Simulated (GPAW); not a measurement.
The system is KCl (Sylvite).

```
CELL_PARAMETERS angstrom
0.00000 3.14647 3.14647
3.14647 0.00000 3.14647
3.14647 3.14647 0.00000
ATOMIC_POSITIONS crystal
K 0.00000 0.00000 0.00000
Cl 0.50000 0.50000 0.50000
```

```yaml
Program: GPAW 26.7.0
Task: relaxation of cell and atoms
Functional: PBEsol
Dispersion: D3(BJ)
Potentials_or_basis: PAW data sets generated in the run's folder for this functional
Cutoff: 600 eV
Basis: pw
k_mesh: 7 × 7 × 7
Occupations: fermi-dirac, width 0.05 eV
Spin: no spin polarisation
```

At the start: pressure -1.5 GPa; volume 31.15 Å³/atom.

Question: How do energy, volume and symmetry change on relaxing?

Answer: Over 4 steps the energy falls by 11.5 meV/atom and the volume is 28.71 Å³/atom (-7.8 %); space group Fm-3m (No. 225, to 0.05 Å).

Step by step:
```tsv
step	energy change (eV)	largest force (eV/Å)	pressure (GPa)	volume (Å³)
1	0.0000	0.0000	-1.48	62.30
2	-0.0033	0.0000	-1.39	61.92
3	-0.0223	0.0000	0.25	56.71
4	-0.0230	0.0000	-0.03	57.42
```

Final structure:
```cif
data_structure
_symmetry_space_group_name_H-M 'P 1'
_symmetry_Int_Tables_number 1
_cell_length_a 4.3304
_cell_length_b 4.3304
_cell_length_c 4.3304
_cell_angle_alpha 60.000
_cell_angle_beta 60.000
_cell_angle_gamma 60.000
_cell_volume 57.42
loop_
_atom_site_label
_atom_site_type_symbol
_atom_site_fract_x
_atom_site_fract_y
_atom_site_fract_z
_atom_site_occupancy
K1 K 0.00000 0.00000 0.00000 1
Cl1 Cl 0.50000 0.50000 0.50000 1
```

Caveat: later steps reuse the first step's grids.
